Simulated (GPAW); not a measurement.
# BAs (F-43m) in GPAW: a series of runs

The runs below take BAs through equation of state, with revPBE+D3(BJ), optPBE-vdW, PBEsol+D3(BJ).

Everything below comes from runs of GPAW 26.7.0. Logs are shortened: lines on timing, memory, paths and dates and some standing lists are left out, and cuts for length are marked. The log counts tension as positive stress, the text compression.

**Measured values to compare with.**

“Basic Physical Properties of Cubic Boron Arsenide”, 2019, arxiv:1911.11281 quotes, for a bulk crystal of BAs: bulk modulus 148 GPa.

The runs below are set against these values where they give the same quantity.

**1. The structure**

It takes space group F-43m (No. 216, cubic). The conventional cell has a = 4.777 Å, b = 4.777 Å, c = 4.777 Å, α = 90.00°, β = 90.00°, γ = 90.00°. Around As (site symmetry -43m) lie 4 B at 2.07 Å. Around B (site symmetry -43m) lie 4 As at 2.07 Å.

**2. Equation of state, revPBE+D3(BJ)**

File run.py:

```python
from ase.calculators.mixing import SumCalculator
from ase.eos import EquationOfState
from ase.io import Trajectory, read
from ase.units import GPa
from dftd3.ase import DFTD3
from gpaw import GPAW, PW

atoms = read('BAs.cif')

traj = Trajectory('eos.traj', 'w')
volumes, energies = [], []
for x in [0.94, 0.96, 0.98, 1.0, 1.02, 1.04, 1.06]:
    a = atoms.copy()
    a.set_cell(atoms.cell * x**(1 / 3), scale_atoms=True)
    calc = GPAW(mode=PW(800),
                xc='revPBE',
                kpts={'size': (8, 8, 8), 'gamma': True},
                occupations={'name': 'fermi-dirac', 'width': 0.05},
                nbands=11,
                convergence={'density': 1e-05, 'energy': 1e-05},
                maxiter=150,
                txt=f'eos-{x:.2f}.txt')
    a.calc = SumCalculator([calc, DFTD3(method='revpbe', damping='d3bj')])
    energies.append(a.get_potential_energy())
    volumes.append(a.get_volume())
    p = -a.get_stress()[:3].mean() / GPa
    calc.write(f'eos-{x:.2f}.gpw')
    traj.write(a)
    print(f'{x:.2f} {volumes[-1]:10.4f} A^3 {energies[-1]:14.6f} eV {p:9.3f} GPa', flush=True)

v0, e0, B = EquationOfState(volumes, energies, eos='birchmurnaghan').fit()
print(f'V0 = {v0:.4f} A^3, E0 = {e0:.6f} eV, B0 = {B / GPa:.2f} GPa')
```

File BAs.cif:

```cif
data_BAs
_cell_length_a 3.37784909
_cell_length_b 3.37784909
_cell_length_c 3.37784909
_cell_angle_alpha 60.00000000
_cell_angle_beta 60.00000000
_cell_angle_gamma 60.00000000
_space_group_name_H-M_alt 'P1'
_space_group_name_Hall 'P 1'
_space_group_IT_number 1
loop_
_space_group_symop_operation_xyz
'x,y,z'
loop_
_atom_site_label
_atom_site_type_symbol
_atom_site_symmetry_multiplicity
_atom_site_Wyckoff_symbol
_atom_site_fract_x
_atom_site_fract_y
_atom_site_fract_z
_atom_site_occupancy
As1 As 1 a 0.7500000000 0.7500000000 0.7500000000 1
B1 B 1 a 0.0000000000 0.0000000000 0.0000000000 1
```

Potentials or basis: the program's PAW data sets (release 1.2.1) made for this functional, pw.

The run is started by

```
$ OMP_NUM_THREADS=1 python run.py
```

Log:

```text
__  _  _
 | _ |_)|_||  |
 |__||  | ||/\| - 26.7.0

Input parameters:
  mode=PW(ecut=800.0),
  convergence={'density': 1e-05, 'energy': 1e-05},
  kpts=MonkhorstPack(size=(8, 8, 8), gamma=True),
  maxiter=150,
  nbands=11,
  occupations=Occupations(name='fermi-dirac', width=0.05),
  xc=XC(name='revPBE')

Diagonalizing LCAO Hamiltonian
Converting LCAO to pw mode

                     As

       B

Atoms  # Å, Bohr magnetons
|   | symbol |        x |        y |        z |    initial magnetic moments |
|---|--------|----------|----------|----------|-----------------------------|
| 0 |     As | 4.963341 | 2.865586 | 2.026276 | ( 0.0000,  0.0000,  0.0000) |
| 1 |      B | 0.000000 | 0.000000 | 0.000000 | ( 0.0000,  0.0000,  0.0000) |

Unit cell  # Å
| periodic |        x |        y |        z |  lengths |    angles |
|----------|----------|----------|----------|----------|-----------|
|      yes | 3.308894 | 0.000000 | 0.000000 | 3.308894 | 60.000000 |
|      yes | 1.654447 | 2.865586 | 0.000000 | 3.308894 | 60.000000 |
|      yes | 1.654447 | 0.955195 | 2.701701 | 3.308894 | 60.000000 |

Number of symmetries: 24
Symmetry operations  # r_c * U_cc + t_c -> r_c
|    | kind |            matrix            |
|----|------|------------------------------|
|  0 |  E   |  1, 0, 0,  0, 1, 0,  0, 0, 1 |
|  1 |  σ   |  1, 0, 0,  0, 0, 1,  0, 1, 0 |
|  2 |  σ   |  1, 0,-1,  0, 1,-1,  0, 0,-1 |
|  3 |  C3  |  1, 0,-1,  0, 0,-1,  0, 1,-1 |
|  4 |  C3  |  1,-1, 0,  0,-1, 1,  0,-1, 0 |
|  5 |  σ   |  1,-1, 0,  0,-1, 0,  0,-1, 1 |
|  6 |  σ   |  0, 1, 0,  1, 0, 0,  0, 0, 1 |
|  7 |  C3  |  0, 1, 0,  0, 0, 1,  1, 0, 0 |
|  8 |  C2  |  0, 1,-1,  1, 0,-1,  0, 0,-1 |
|  9 |  S4  |  0, 1,-1,  0, 0,-1,  1, 0,-1 |
| 10 |  C3  |  0, 0, 1,  1, 0, 0,  0, 1, 0 |
| 11 |  σ   |  0, 0, 1,  0, 1, 0,  1, 0, 0 |
| 12 |  S4  |  0, 0,-1,  1, 0,-1,  0, 1,-1 |
| 13 |  C3  |  0, 0,-1,  0, 1,-1,  1, 0,-1 |
| 14 |  S4  |  0,-1, 1,  1,-1, 0,  0,-1, 0 |
| 15 |  C2  |  0,-1, 1,  0,-1, 0,  1,-1, 0 |
| 16 |  C3  |  0,-1, 0,  1,-1, 0,  0,-1, 1 |
| 17 |  S4  |  0,-1, 0,  0,-1, 1,  1,-1, 0 |
| 18 |  S4  | -1, 1, 0, -1, 0, 1, -1, 0, 0 |
| 19 |  C3  | -1, 1, 0, -1, 0, 0, -1, 0, 1 |
| 20 |  C3  | -1, 0, 1, -1, 1, 0, -1, 0, 0 |
| 21 |  S4  | -1, 0, 1, -1, 0, 0, -1, 1, 0 |
| 22 |  σ   | -1, 0, 0, -1, 1, 0, -1, 0, 1 |
| 23 |  C2  | -1, 0, 0, -1, 0, 1, -1, 1, 0 |

BZ-sampling:
  Number of BZ points: 512
  Number of IBZ points: 29

  Monkhorst-Pack size: [8, 8, 8]
  Monkhorst-Pack shift: [0.0625, 0.0625, 0.0625]

K-points  # in reciprocal-cell coordinates
|     |                                coordinates |     weight |
|-----|--------------------------------------------|------------|
|   0 | (  0.00000000,   0.00000000,   0.00000000) | 0.00195312 |
|   1 | (  0.12500000,   0.12500000,   0.00000000) | 0.01171875 |
|   2 | (  0.12500000,   0.12500000,   0.12500000) | 0.01562500 |
|   3 | (  0.25000000,   0.12500000,   0.12500000) | 0.02343750 |
|   4 | (  0.25000000,   0.25000000,   0.00000000) | 0.01171875 |
|   5 | (  0.25000000,   0.25000000,   0.12500000) | 0.04687500 |
|   6 | (  0.25000000,   0.25000000,   0.25000000) | 0.01562500 |
|   7 | (  0.37500000,   0.25000000,  -0.37500000) | 0.04687500 |
|   8 | (  0.37500000,   0.25000000,   0.12500000) | 0.04687500 |
|   9 | (  0.37500000,   0.25000000,   0.25000000) | 0.04687500 |
| ... |                                            |            |
|  28 | (  0.50000000,   0.50000000,   0.50000000) | 0.00781250 |

Plane wave coefficients: 1363
Cutoff: 800.0 eV

Spin-components: 1 (collinear spins)
Bands:           11
Projectors:      10
Spin-degeneracy: 2
Datatype:        complex128

Parallelization:
  kpt:    1
  domain: 1
  band:   1

Density:
  Valence electrons: 8.0
  Components: 1
  Grid points: [24 24 24]
  Charge: 0.0  # |e|

Potential:
  Grid points: [24 24 24]

species:
  As:
    name:    Arsenic
    Z:       33.0
    valence: 5
    core:    28
    charge:  0.0  # [|e|]
    compensation charges:
      type: gauss
      rc: 0.33  # [Å]
      lmax: 2
    cutoffs:
      filter: 1.87  # [Å]
      core: 2.96  # [Å]
    projectors
    | kind |    occ | energy [eV] | rcut [Å] |
    |------|--------|-------------|----------|
    |   4s |  2.000 |     -14.425 |    1.058 |
    |   4p |  3.000 |      -5.155 |    1.058 |
    |    s |        |      12.786 |    1.058 |
    |    p |        |      22.056 |    1.058 |
    |    d |        |       0.000 |    1.058 |

    Using partial waves for As as LCAO basis

  B:
    name:    Boron
    Z:       5.0
    valence: 3
    core:    2
    charge:  0.0  # [|e|]
    compensation charges:
      type: gauss
      rc: 0.20  # [Å]
      lmax: 2
    cutoffs:
      filter: 1.14  # [Å]
      core: 1.38  # [Å]
    projectors
    | kind |    occ | energy [eV] | rcut [Å] |
    |------|--------|-------------|----------|
    |   2s |  2.000 |      -9.465 |    0.635 |
    |   2p |  1.000 |      -3.568 |    0.635 |
    |    s |        |      17.746 |    0.635 |
    |    p |        |      23.644 |    0.635 |
    |    d |        |       0.000 |    0.635 |

    Using partial waves for B as LCAO basis

Reference energy: -62178.080768  # eV

eigensolver:
  PPCG
  Converge bands: occupied
  niter=2

density mixing:
  MSR1-Mixer
  Pratt-step length: 0.05
  Maximum mixing coefficient: 0.75
  Old densities: 10
  SVD Regularization: 0.005
  Good broyden scale: 1.0
  Trust region scale: 1.0
  Backstep threshold: 4.0
  History deletion threshold: 6.0
  Fourier metric: weight=20.0, sigma=0.015

occupation numbers:
  Fermi-Dirac:
    width: 0.0500  # eV

poisson solver:
  ecut: 6400.0  # eV

xc functional:
  name: revPBE with 2 nearest neighbor stencil

convergence criteria:
- Maximum integral of absolute [dens]ity change: 1e-05 electrons / valence electron
- Maximum [total energy] change in last 3 cyles: 1e-05 eV / valence electron
- Maximum integral of absolute [eigenst]ate change: 4e-08 eV^2 / valence electron
maximum number of iterations: 150

SCF iterations
|iter     | |      energy | eigst |  dens |
|---------|-|-------------|-------|-------|
|iter:   1| |  -11.286024 | -0.26 |       |
|iter:   2| |  -11.155902 | -2.34 | -0.70 |
|iter:   3| |  -10.637933 | -1.63 | -0.74 |
|iter:   4| |  -10.637189 | -3.04 | -1.44 |
|iter:   5| |  -10.638301 | -3.87 | -1.88 |
|iter:   6| |  -10.638370 | -5.60 | -2.63 |
|iter:   7| |  -10.638371c| -7.38 | -3.54 |
|iter:   8| |  -10.638371c| -8.26c| -4.06 |
|iter:   9| |  -10.638371c| -8.89c| -5.19c|

Converged in 9 steps
Energy contributions relative to reference atoms: (reference = -62178.080768)

Energy contributions:
  Kinetic:          27.565895
  Coulomb:         -23.799358
  Zero:             -0.012085
  External:          0.000000
  Xc:              -14.392823
  Entropy:          -0.000000
  Spinorbit:         0.000000
  ----------------------------
  Free energy:     -10.638371
  Extrapolated:    -10.638371

dipole moment: (-4.284679, -2.473761, -1.749213)  # |e|*Ang

Fermi level: 9.434
Eigenvalues  # (at kpt = [0.000, 0.000, 0.000])
| band index |      eig [eV] | occ [0-2] |
|------------|---------------|-----------|
|          0 |        -7.105 |     2.000 |
|          1 |         8.877 |     2.000 |
|          2 |         8.877 |     2.000 |
|          3 |         8.877 |     2.000 |
|          4 |        12.250 |     0.000 |
|          5 |        12.250 |     0.000 |
|          6 |        12.250 |     0.000 |
|          7 |        14.429 |     0.000 |
|          8 |        18.937 |     0.000 |
|          9 |        22.179 |     0.000 |
|         10 |        22.179 |     0.000 |

Gap: 1.150 eV
Transition (v -> c):
  (s=0, k=0, n=3, [0.00, 0.00, 0.00]) -> (s=0, k=12, n=4, [0.38, 0.38, 0.00])
Direct/indirect transitions are different
Direct gap: 3.373 eV
Transition at: (s=0, k=0, n=3, [0.00, 0.00, 0.00])

Stress tensor  # eV/Ang^3
|         x |         y |         z |
|-----------|-----------|-----------|
| -0.098139 |  0.000000 | -0.000000 |
|  0.000000 | -0.098139 |  0.000000 |
|  0.000000 |  0.000000 | -0.098139 |

# Writing to eos-0.94.gpw (mode='')
```

Wall time 45 s (1 thread of Intel Xeon Platinum 8559C (Emerald Rapids), shared host); peak memory 0.23 GiB.

Results:

```yaml
Equilibrium_volume: 13.40 Å³/atom
Bulk_modulus: 143 GPa
Pressure_derivative_of_the_bulk_modulus: 4.3
```

Energy against volume, from the lowest point:
| volume (Å³/atom) | energy (meV/atom) |
| --- | --- |
| 12.809 | 12.49 |
| 13.081 | 3.44 |
| 13.354 | 0.00 |
| 13.626 | 1.61 |
| 13.899 | 7.76 |
| 14.171 | 17.98 |
| 14.444 | 31.85 |

**3. Equation of state, optPBE-vdW**

File run.py:

```python
from ase.eos import EquationOfState
from ase.io import Trajectory
from ase.spacegroup import crystal
from ase.units import GPa
from gpaw import GPAW, PW

# As 4c
# B 4a
atoms = crystal(['As', 'B'],
                basis=[[0.25, 0.25, 0.25],
                       [0.0, 0.0, 0.0]],
                spacegroup=216, setting=1,  # F-43m
                cellpar=[4.777, 4.777, 4.777, 90.0, 90.0, 90.0],
                primitive_cell=True)

traj = Trajectory('eos.traj', 'w')
volumes, energies = [], []
for x in [0.94, 0.96, 0.98, 1.0, 1.02, 1.04, 1.06]:
    a = atoms.copy()
    a.set_cell(atoms.cell * x**(1 / 3), scale_atoms=True)
    calc = GPAW(mode=PW(800),
                xc={'name': 'optPBE-vdW', 'backend': 'libvdwxc'},
                kpts={'size': (8, 8, 8), 'gamma': True},
                occupations={'name': 'fermi-dirac', 'width': 0.05},
                nbands=11,
                convergence={'density': 1e-05, 'energy': 1e-05},
                maxiter=150,
                txt=f'eos-{x:.2f}.txt')
    a.calc = calc
    energies.append(a.get_potential_energy(force_consistent=True))
    volumes.append(a.get_volume())
    calc.write(f'eos-{x:.2f}.gpw')
    traj.write(a)
    print(f'{x:.2f} {volumes[-1]:10.4f} A^3 {energies[-1]:14.6f} eV', flush=True)

v0, e0, B = EquationOfState(volumes, energies, eos='birchmurnaghan').fit()
print(f'V0 = {v0:.4f} A^3, E0 = {e0:.6f} eV, B0 = {B / GPa:.2f} GPa')
```

Potentials or basis: GPAW PAW data sets (gpaw-data 1.2.1), pw.

The run is started by

```
$ OMP_NUM_THREADS=1 python run.py
```

Run time: 48 s. Hardware: 1 thread of Intel Xeon Platinum 8559C (Emerald Rapids), shared host; peak memory 0.29 GiB.

The run converged. Its results:

```
Equilibrium volume                      : 14.17 Å³/atom
Bulk modulus                            : 125 GPa
Pressure derivative of the bulk modulus : 4.5
```

Energy against volume, from the lowest point:
```csv
volume (Å³/atom),energy (meV/atom)
12.809,62.00
13.081,38.24
13.354,20.73
13.626,8.89
13.899,2.17
14.171,0.00
14.444,1.92
```

Caveat: the PAW data sets were made with another functional, which shifts forces and pressure a little.

**4. Equation of state, PBEsol+D3(BJ)**

File run.py:

```python
from ase.calculators.mixing import SumCalculator
from ase.eos import EquationOfState
from ase.io import Trajectory, read
from ase.units import GPa
from dftd3.ase import DFTD3
from gpaw import GPAW, PW, setup_paths

setup_paths.insert(0, '.')

atoms = read('POSCAR')

traj = Trajectory('eos.traj', 'w')
volumes, energies = [], []
for x in [0.94, 0.96, 0.98, 1.0, 1.02, 1.04, 1.06]:
    a = atoms.copy()
    a.set_cell(atoms.cell * x**(1 / 3), scale_atoms=True)
    calc = GPAW(mode=PW(800),
                xc='PBEsol',
                kpts={'size': (8, 8, 8), 'gamma': True},
                occupations={'name': 'fermi-dirac', 'width': 0.05},
                nbands=11,
                convergence={'density': 1e-05, 'energy': 1e-05},
                maxiter=150,
                txt=f'eos-{x:.2f}.txt')
    a.calc = SumCalculator([calc, DFTD3(method='pbesol', damping='d3bj')])
    energies.append(a.get_potential_energy())
    volumes.append(a.get_volume())
    p = -a.get_stress()[:3].mean() / GPa
    calc.write(f'eos-{x:.2f}.gpw')
    traj.write(a)
    print(f'{x:.2f} {volumes[-1]:10.4f} A^3 {energies[-1]:14.6f} eV {p:9.3f} GPa', flush=True)

v0, e0, B = EquationOfState(volumes, energies, eos='birchmurnaghan').fit()
print(f'V0 = {v0:.4f} A^3, E0 = {e0:.6f} eV, B0 = {B / GPa:.2f} GPa')
```

File POSCAR:

```
BAs
1.0
    0.0000000000      2.3885000000      2.3885000000
    2.3885000000      0.0000000000      2.3885000000
    2.3885000000      2.3885000000      0.0000000000
As B
1 1
Direct
    0.7500000000      0.7500000000      0.7500000000
    0.0000000000      0.0000000000      0.0000000000
```

Potentials or basis: PAW data sets generated in the run's folder for this functional, pw.

The run is started by

```
$ gpaw-setup -f PBEsol As B
$ OMP_NUM_THREADS=1 python run.py
```

Wall time 44 s (1 thread of Intel Xeon Platinum 8559C (Emerald Rapids), shared host); peak memory 0.23 GiB.

Results (log left out):

| Property | Result |
| --- | --- |
| Equilibrium volume | 13.30 Å³/atom |
| Bulk modulus | 148 GPa |
| Pressure derivative of the bulk modulus | 4.2 |

Energy against volume, from the lowest point:
```tsv
volume (Å³/atom)	energy (meV/atom)
12.809	8.90
13.081	1.64
13.354	0.00
13.626	3.42
13.899	11.38
14.171	23.43
14.444	39.16
```

**5. Summary**

| level | potentials or basis | V0 of scaled cells (Å³/atom) | B0 (GPa) |
| --- | --- | --- | --- |
| revPBE+D3(BJ) | the program's PAW data sets (release 1.2.1) made for this functional, pw | 13.40 | 143 |
| optPBE-vdW | GPAW PAW data sets (gpaw-data 1.2.1), pw | 14.17 | 125 |
| PBEsol+D3(BJ) | PAW data sets generated in the run's folder for this functional, pw | 13.30 | 148 |

Alike in all rows: task equation of state; no spin polarisation; cell as given; k mesh 8 × 8 × 8; cutoff (eV) 800; smearing fermi-dirac 0.05 eV.

Caveats: the PAW data sets were made with another functional, which shifts forces and pressure a little (some runs).

Absolute energies hang on the potentials; compare differences alone.

**6. How close it comes**

Step 2. A measured bulk modulus of BAs is 148 GPa (quoted in “Basic Physical Properties of Cubic Boron Arsenide”, 2019, arxiv:1911.11281); the calculated 143 GPa misses it by -3.3 %. The fit is for a static lattice scaled at fixed shape and fixed fractional positions.

Step 3. Against the measured bulk modulus of BAs, 148 GPa (quoted in “Basic Physical Properties of Cubic Boron Arsenide”, 2019, arxiv:1911.11281), the calculated 125 GPa is off by -15.3 %. The fit is for a static lattice scaled at fixed shape and fixed fractional positions.

Step 4. Measured bulk modulus of BAs: 148 GPa (quoted in “Basic Physical Properties of Cubic Boron Arsenide”, 2019, arxiv:1911.11281). This calculation gives 148 GPa (-0.1 %). The fit is for a static lattice scaled at fixed shape and fixed fractional positions.
